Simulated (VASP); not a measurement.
# Bi₂Se₃: band gap, by functional

Bi₂Se₃, sheet, 5 atoms in the cell.

| Functional | Gap, path and mesh (eV) | Direct gap, path and mesh (eV) | Gap on the mesh (eV) | c of the potential (pure number) | Time (s) |
|---|---|---|---|---|---|
| mBJ (c = 1.0) | 1.03 | 1.39 | 1.09 | 1.000 | 1165 |
| mBJ (c = 1.1) | 1.17 | 1.49 | 1.24 | 1.100 | 1318 |
| mBJ (c = 1.2) | 1.33 | 1.59 | 1.40 | 1.200 | 954 |
| mBJ (c = 1.3) | 1.50 | 1.71 | 1.57 | 1.300 | 1431 |

Limits: Spin-orbit coupling is left out, and with elements this heavy it changes the gap.

## Input of the first row

INCAR.step1:
```
SYSTEM = Bi2Se3
ALGO     = Normal         ! electronic algorithm
EDIFF    = 1E-5           ! SCF threshold, eV
ENCUT    = 520            ! plane-wave cutoff, eV
GGA      = PE             ! functional
GGA_COMPAT= .FALSE.      
ISIF     = 2              ! what is computed and relaxed
ISMEAR   = 0              ! smearing method
KPAR     = 4            
LASPH    = .TRUE.         ! aspherical terms in the spheres
LCHARG   = .FALSE.        ! write CHGCAR
LREAL    = .FALSE.        ! projectors in reciprocal space
LWAVE    = .TRUE.         ! write WAVECAR
NBANDS   = 32             ! bands
NELM     = 150            ! most SCF steps
PREC     = Accurate       ! precision mode
SIGMA    = 0.02           ! smearing width, eV
```

INCAR.step2, as INCAR.step1 but for:
```
- EDIFF = 1E-5
- GGA = PE
- ISIF = 2
- LWAVE = .TRUE.
- NELM = 150
+ CMBJ = 1.0
+ EDIFF = 1E-6
+ ISIF = 0
+ ISTART = 1
+ LMIXTAU = .TRUE.
+ LWAVE = .FALSE.
+ METAGGA = MBJ
+ NELM = 300
```

KPOINTS:
```
k-points
0
Gamma
  6 6 1
```

KPOINTS_OPT:
```
path GMKGALHA,LM,KH
10
line-mode
reciprocal
 0.0000000000  0.0000000000  0.0000000000  G
 0.5000000000  0.0000000000  0.0000000000  M

 0.5000000000  0.0000000000  0.0000000000  M
 0.3333333333 -0.3333333333  0.0000000000  K

 0.3333333333 -0.3333333333  0.0000000000  K
 0.0000000000  0.0000000000  0.0000000000  G

 0.0000000000  0.0000000000  0.0000000000  G
 0.0000000000  0.0000000000 -0.5000000000  A

 0.0000000000  0.0000000000 -0.5000000000  A
 0.5000000000  0.0000000000 -0.5000000000  L

 0.5000000000  0.0000000000 -0.5000000000  L
 0.3333333333 -0.3333333333 -0.5000000000  H

 0.3333333333 -0.3333333333 -0.5000000000  H
 0.0000000000  0.0000000000 -0.5000000000  A

 0.5000000000  0.0000000000 -0.5000000000  L
 0.5000000000  0.0000000000  0.0000000000  M

 0.3333333333 -0.3333333333  0.0000000000  K
 0.3333333333 -0.3333333333 -0.5000000000  H
```

POSCAR:
```
Bi2Se3
1.0
    4.1430000000      0.0000000000      0.0000000000
    2.0715000000      3.5879432479      0.0000000000
    0.0000000000      0.0000000000     22.9661842666
Se Bi
3 2
Direct
    0.0000000000      0.0000000000      0.5000000000
    0.3333333333      0.3333333333      0.6516617690
    0.6666666667      0.6666666667      0.3483382310
    0.3333333333      0.3333333333      0.4158773855
    0.6666666667      0.6666666667      0.5841226145
```

Commands (each step's output is kept before the next begins):
```
cat potpaw_PBE.64/Se/POTCAR potpaw_PBE.64/Bi_d/POTCAR > POTCAR
cp INCAR.step1 INCAR
mpirun -np 4 vasp_std > vasp.out
cp INCAR.step2 INCAR
mpirun -np 4 vasp_std > vasp.out
```

Changes of the last row against the first:
```
(step 2)
- CMBJ = 1.0
+ CMBJ = 1.3
```

VASP 6.6.1 took 1165 s on 4 cores (AMD EPYC 7R43 (Zen 3)), a shared host.
